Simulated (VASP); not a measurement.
A run of VASP 6.6.1 is set up as follows.

The input POSCAR:

```
NaI
1.0
    0.0000000000      3.2364000000      3.2364000000
    3.2364000000      0.0000000000      3.2364000000
    3.2364000000      3.2364000000      0.0000000000
I Na
1 1
Direct
    0.5000000000      0.5000000000      0.5000000000
    0.0000000000      0.0000000000      0.0000000000
```

The input INCAR.step1:

```
SYSTEM = NaI
PREC = Accurate
ENCUT = 600
EDIFF = 1E-8
ISMEAR = 1
SIGMA = 0.1
LREAL = .FALSE.
LASPH = .FALSE.
NELM = 80
ALGO = Fast
ISIF = 3
LWAVE = .FALSE.
LCHARG = .FALSE.
GGA = B5
ALDAX = 1.0
AGGAX = 1.0
AGGAC = 1.0
ALDAC = 0.0
IVDW = 13
VDW_S6 = 1.0
VDW_S8 = 2.34076671
VDW_A1 = 0.44488865
VDW_A2 = 4.0933009
NELMIN = 8
IBRION = 2
NSW = 40
EDIFFG = -0.002
```

Contents of INCAR.step2:

```
SYSTEM = NaI
PREC = Accurate
ENCUT = 600
EDIFF = 1E-8
ISMEAR = 1
SIGMA = 0.1
LREAL = .FALSE.
LASPH = .FALSE.
NELM = 80
ALGO = Fast
ISIF = 3
LWAVE = .FALSE.
LCHARG = .FALSE.
GGA = B5
ALDAX = 1.0
AGGAX = 1.0
AGGAC = 1.0
ALDAC = 0.0
IVDW = 13
VDW_S6 = 1.0
VDW_S8 = 2.34076671
VDW_A1 = 0.44488865
VDW_A2 = 4.0933009
NELMIN = 8
IBRION = 6
NFREE = 2
POTIM = 0.015
NSW = 1
```

KPOINTS

```
regular mesh
0
G
  5 5 5
  0 0 0
```

Potentials or basis: VASP PAW PBE potentials, release 64 (I, Na_pv).

Run with:

```bash
$ cat potpaw_PBE.64/I/POTCAR potpaw_PBE.64/Na_pv/POTCAR > POTCAR
$ cp INCAR.step1 INCAR
$ mpirun -np 1 vasp_std > vasp.out
$ cp CONTCAR POSCAR
$ cp INCAR.step2 INCAR
$ mpirun -np 1 vasp_std > vasp.out
```

Problem. Estimate the elastic constants C11, C12, C44.

Solution. 37, 8, 7 GPa.

Problem. Estimate the Voigt bulk modulus.

Solution. 18 GPa.

Problem. What does it give for the relaxed volume?

Solution. 33.16 Å³/atom.

Problem. Estimate the dispersion energy per atom.

Solution. -0.300 eV.

Problem. What does it give for the space group after relaxing (to 0.05 Å)?

Solution. Fm-3m (No. 225).

Final structure:
```cif
data_structure
_symmetry_space_group_name_H-M 'P 1'
_symmetry_Int_Tables_number 1
_cell_length_a 4.5436
_cell_length_b 4.5436
_cell_length_c 4.5436
_cell_angle_alpha 60.000
_cell_angle_beta 60.000
_cell_angle_gamma 60.000
_cell_volume 66.33
loop_
_atom_site_label
_atom_site_type_symbol
_atom_site_fract_x
_atom_site_fract_y
_atom_site_fract_z
_atom_site_occupancy
I1 I 0.50000 0.50000 0.50000 1
Na1 Na 0.00000 0.00000 0.00000 1
```

Caveat: the PAW data sets were made with another functional, which shifts forces and pressure a little. The run has no spin-orbit coupling, so splittings on I are missing.
